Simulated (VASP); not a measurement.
# C in VASP: a series of runs

The runs below take C through single point, with LDA.

Program: VASP 6.6.1. These are calculated values, not measurements. Logs are shortened: lines on timing, memory, paths and dates and some standing lists are left out, and cuts for length are marked.

## Step 1: The structure

The cell holds a slab with vacuum, 2 atoms: a = 2.580 Å, b = 2.580 Å, c = 28.000 Å, α = 90.00°, β = 90.00°, γ = 120.00°.

The cell was built by a generator and needn't be a form met in nature.

## Step 2: Single point, LDA

INCAR reads:

```
SYSTEM = C
  ALGO = Fast
  DIPOL = 0.5 0.5 0.500
  EDIFF = 1E-6
  ENCUT = 520
  IDIPOL = 3
  ISIF = 2
  ISMEAR = 0
  LASPH = .True.
  LCHARG = .False.
  LDIPOL = .True.
  LREAL = .False.
  LWAVE = .False.
  NBANDS = 11
  NELM = 60
  PREC = Accurate
  SIGMA = 0.1
```

KPOINTS reads:

```
k-points
0
Gamma
  9 9 1
  0 0 0
```

POSCAR reads:

```
C
1.0
    2.5795255378      0.0000000000      0.0000000000
   -1.2897627689      2.2339346454      0.0000000000
    0.0000000000      0.0000000000     28.0000000000
C
2
Direct
    0.3333333333      0.6666666667      0.5054285714
    0.6666666667      0.3333333333      0.4945714286
```

Potentials or basis: VASP PAW LDA potentials, release 64 (C).

Launch:

```
$ cat potpaw_LDA.64/C/POTCAR > POTCAR
$ mpirun -np 1 vasp_std > vasp.out
```

OUTCAR:

```text
SYSTEM = C
   EDIFF = 1E-6
   ENCUT = 520
   ISIF = 2
   ISMEAR = 0
   LASPH = .True.
   LREAL = .False.
   NELM = 60
   PREC = Accurate

 ion  position               nearest neighbor table
   1  0.333  0.667  0.505-   2 1.52   2 1.52   2 1.52
   2  0.667  0.333  0.495-   1 1.52   1 1.52   1 1.52

  LATTYP: Found a hexagonal cell.
 ALAT       =     2.5795255378
 C/A-ratio  =    10.8547093602

  Lattice vectors:

 A1 = (   2.5795255378,   0.0000000000,   0.0000000000)
 A2 = (  -1.2897627689,   2.2339346454,   0.0000000000)
 A3 = (   0.0000000000,   0.0000000000,  28.0000000000)

Analysis of symmetry for initial positions (statically):
=====================================================================
 Subroutine PRICEL returns:
 Original cell was already a primitive cell.

 Routine SETGRP: Setting up the symmetry group for a
 hexagonal supercell.

 Subroutine GETGRP returns: Found 12 space group operations
 (whereof 12 operations were pure point group operations)
 out of a pool of 24 trial point group operations.

The static configuration has the point symmetry D_3d.

Analysis of symmetry for dynamics (positions and initial velocities):
=====================================================================
 Subroutine PRICEL returns:
 Original cell was already a primitive cell.

 Routine SETGRP: Setting up the symmetry group for a
 hexagonal supercell.

 Subroutine GETGRP returns: Found 12 space group operations
 (whereof 12 operations were pure point group operations)
 out of a pool of 24 trial point group operations.

The dynamic configuration has the point symmetry D_3d.

 Subroutine INISYM returns: Found 12 space group operations
 (whereof 12 operations are pure point group operations),
 and found     1 'primitive' translations

----------------------------------------------------------------------------------------

                                     Primitive cell

  volume of cell :     161.3498

  direct lattice vectors                    reciprocal lattice vectors
     2.579525538  0.000000000  0.000000000     0.387668191  0.223820335  0.000000000
    -1.289762769  2.233934645  0.000000000     0.000000000  0.447640669  0.000000000
     0.000000000  0.000000000 28.000000000     0.000000000  0.000000000  0.035714286

  length of vectors
     2.579525538  2.579525538 28.000000000     0.447640669  0.447640669  0.035714286

  position of ions in fractional coordinates (direct lattice)
     0.333333333  0.666666667  0.505428571
[... 82 lines left out ...]
   IALGO  =     68    algorithm
   IMIX   =      4    mixing-type and parameters
     AMIX     =   0.40;   BMIX     =  1.00
     AMIX_MAG =   1.60;   BMIX_MAG =  1.00
  volume/ion in A,a.u.               =      80.67       544.42
  Fermi-wavevector in a.u.,A,eV,Ry     =   0.601426  1.136530  4.921404  0.361713
  Thomas-Fermi vector in A             =   1.653655
   LORBIT       =      0    0 simple, 1 ext, 2 COOP (PROOUT), +10 PAW based schemes
   GGA     = CA    functional components
   LHFCALC =     F    Hartree Fock is set to
   AEXX    =    0.0000 exact exchange contribution
   IVDW    =     0    specifies the selected vdW correction
   LEPSILON=     F    determine dielectric tensor
   LRPA    =     F    only Hartree local field effects (RPA)
 non-spin polarized calculation
 RMM-DIIS sequential band-by-band and
 Gauss-broadening in eV      SIGMA  =   0.10
  energy-cutoff  :      520.00
  volume of cell :      161.35
 maximum number of plane-waves:      4374
 NGX is ok and might be reduce to    20
   NGX =  9   NGY =  9   NGZ =105

 dipolmoment           0.000000      0.000000      0.000000 electrons x Angstroem

 number of electron       8.0000000 magnetization

 dipolmoment           0.000000      0.000000     -0.000000 electrons x Angstroem

 Free energy of the ion-electron system (eV)
  ---------------------------------------------------
  ext. energy  EPLUGINS =         0.00000000
  ---------------------------------------------------
  free energy    TOTEN  =       -19.00895368 eV

  energy without entropy =      -19.00616756  energy(sigma->0) =      -19.00756062

 E-fermi :  -4.0857     XC(G=0):  -1.5964

 val. band max:       -4.0857346193   @ k =   0.3333   0.3333   0.0000
 cond. band min:      -4.0857346151   @ k =   0.3333   0.3333   0.0000
 fundamental gap:      0.0000000042
 Fermi energy:        -4.0857346171

 k-point     1 :       0.0000    0.0000    0.0000
  band No.  band energies     occupation
      1     -21.9012      2.00000
      2     -10.5266      2.00000
      3      -6.2875      2.00000
      4      -6.2875      2.00000
      5      -0.7673      0.00000
      6       0.8351      0.00000
      7       1.0558      0.00000
      8       1.4550      0.00000
      9       1.5749      0.00000
     10       3.4634      0.00000
     11       3.4634      0.00000
[... 141 lines left out ...]
 k-point    12 :       0.3333    0.3333    0.0000
  band No.  band energies     occupation
      1     -15.5583      2.00000
      2     -15.5583      2.00000
      3     -12.9618      2.00000
      4      -4.0857      1.00000
      5      -4.0857      1.00000
      6       5.3368      0.00000
      7       8.4749      0.00000
      8       8.4749      0.00000
      9       8.9900      0.00000
     10      10.0521      0.00000
     11      10.0521      0.00000

------------------------ aborting loop because EDIFF is reached ----------------------------------------

 vacuum level on the upper side and lower side of the slab       (xc-potential included)        -0.009        -0.009

  FORCE on cell =-STRESS in cart. coord.  units (eV):
  Direction    XX          YY          ZZ          XY          YZ          ZX
  --------------------------------------------------------------------------------------
  -------------------------------------------------------------------------------------
  Total       -6.0141809     -6.0141809     -1.6011148      0.0000000     -0.0000000      0.0000000
  in kB      -59.7198545    -59.7198545    -15.8988141      0.0000000     -0.0000000      0.0000000
  external PRESSURE =     -45.1128411 kB  Pullay stress =       0.0000000 kB

 VOLUME and BASIS-vectors are now :
 -----------------------------------------------------------------------------
  energy-cutoff  :      520.00
  volume of cell :      161.35
      direct lattice vectors                 reciprocal lattice vectors
     2.579525538  0.000000000  0.000000000     0.387668191  0.223820335  0.000000000
    -1.289762769  2.233934645  0.000000000     0.000000000  0.447640669  0.000000000
     0.000000000  0.000000000 28.000000000     0.000000000  0.000000000  0.035714286

 POSITION                                       TOTAL-FORCE (eV/Angst)
 -----------------------------------------------------------------------------------
     -0.00000      1.48929     14.15200        -0.000000     -0.000000     -5.228380
      1.28976      0.74464     13.84800         0.000000      0.000000      5.228380
 -----------------------------------------------------------------------------------
    total drift:                                0.000000     -0.000000      0.000000

  FREE ENERGIE OF THE ION-ELECTRON SYSTEM (eV)
  ---------------------------------------------------
  free  energy   TOTEN  =       -19.0089536824 eV

  energy  without entropy=      -19.0061675610  energy(sigma->0) =      -19.00756062

 vacuum level on the upper side and lower side of the slab         1.041         1.041
```

stdout:

```text
POSCAR found type information on POSCAR C
 POSCAR found :  1 types and       2 ions
 scaLAPACK will be used
 LDA part: xc-table for (Slater(with rela. corr.)+CA(PZ))
 , standard interpolation
 POSCAR, INCAR and KPOINTS ok, starting setup
 FFT: planning ... GRIDC
 FFT: planning ... GRID_SOFT
 FFT: planning ... GRID
 WAVECAR not read
 entering main loop
```

Wall time 41 s (1 thread of Intel Xeon Platinum 8488C (Sapphire Rapids), shared host); peak memory 0.2 GiB.

What came out:

* Free energy: -19.0090 eV
* Largest force: 5.228 eV/Å
* Band gap on the k mesh: none (metal or under the smearing width)

Forces in eV/Å, atoms in the order of the input:
```
C    0.000  0.000 -5.228
C    0.000  0.000  5.228
```

Levels at points of the mesh, in eV from the Fermi level:
| k point | band 1 | band 2 | band 3 | band 4 | band 5 | band 6 | band 7 | band 8 |
| --- | --- | --- | --- | --- | --- | --- | --- | --- |
| (0.00, 0.00, 0.00) | -17.82 | -6.44 | -2.20 | -2.20 | 3.32 | 4.92 | 5.14 | 5.54 |

## Step 3: Single point, LDA

This run uses another cell than the first one, of 72.48 Å³/atom, 0.898 times its volume.

INCAR reads:

```
PREC = Accurate
ENCUT = 520
EDIFF = 1E-6
ISMEAR = 0
SIGMA = 0.1
LREAL = False
LASPH = True
NELM = 100
ALGO = Fast
ISIF = 2
LWAVE = False
LCHARG = False
LDIPOL = True
IDIPOL = 3
DIPOL = 0.5 0.5 0.500
GGA = CA
NBANDS = 11
```

KPOINTS reads:

```
Automatic mesh
0
Gamma
  9 9 1
```

POSCAR reads:

```
C
1.0
    2.4450622774      0.0000000000      0.0000000000
   -1.2225311387      2.1174860461      0.0000000000
    0.0000000000      0.0000000000     28.0000000000
C
2
Direct
    0.3333333333      0.6666666667      0.4999998661
    0.6666666667      0.3333333333      0.5000001339
```

Potentials or basis: VASP PAW LDA potentials, release 64 (C).

Launch:

```
$ cat potpaw_LDA.64/C/POTCAR > POTCAR
$ mpirun -np 1 vasp_std > vasp.out
```

Wall time 46 s (1 thread of Intel Xeon Platinum 8488C (Sapphire Rapids), shared host); peak memory 0.18 GiB.

It converged, with:

```
Free energy            : -20.1618 eV
Band gap on the k mesh : none (metal or under the smearing width)
```

Levels at points of the mesh, in eV from the Fermi level:
| k point | band 1 | band 2 | band 3 | band 4 | band 5 | band 6 | band 7 | band 8 | band 9 |
| --- | --- | --- | --- | --- | --- | --- | --- | --- | --- |
| (0.00, 0.00, 0.00) | -19.50 | -7.81 | -3.03 | -3.03 | 3.33 | 4.26 | 4.49 | 4.87 | 5.12 |

## Step 4: Single point, LDA

INCAR reads:

```
PREC = Accurate ; ENCUT = 520
EDIFF = 1E-6 ; ISMEAR = 0
SIGMA = 0.1 ; LREAL = False
LASPH = True ; NELM = 100
ALGO = Normal ; ISIF = 2
LWAVE = False ; LCHARG = False
LDIPOL = True ; IDIPOL = 3
DIPOL = 0.5 0.5 0.500 ; GGA = CA
NBANDS = 11
```

KPOINTS is that of step 3.

POSCAR reads:

```
C
1.0
    2.5795255378      0.0000000000      0.0000000000
   -1.2897627689      2.2339346454      0.0000000000
    0.0000000000      0.0000000000     28.0000000000
C
2
Direct
    0.3333333333      0.6666666667      0.5054285714
    0.6666666667      0.3333333333      0.4945714286
```

Launch:

```
$ cat potpaw_LDA.64/C/POTCAR > POTCAR
$ mpirun -np 1 vasp_std > vasp.out
```

It took 32 s on 1 thread of Intel Xeon Platinum 8488C (Sapphire Rapids), shared host; peak memory 0.2 GiB.

The run converged. Its results:

```
Free energy            : -19.0090 eV
Largest force          : 5.228 eV/Å
Band gap on the k mesh : none (metal or under the smearing width)
```

Forces on the atoms (eV/Å):
```
C    0.000  0.000 -5.228
C    0.000  0.000  5.228
```

Levels at points of the mesh, in eV from the Fermi level:
| k point | band 1 | band 2 | band 3 | band 4 | band 5 | band 6 | band 7 | band 8 | band 9 |
| --- | --- | --- | --- | --- | --- | --- | --- | --- | --- |
| (0.00, 0.00, 0.00) | -17.82 | -6.44 | -2.20 | -2.20 | 3.32 | 4.92 | 5.13 | 5.52 | 5.66 |
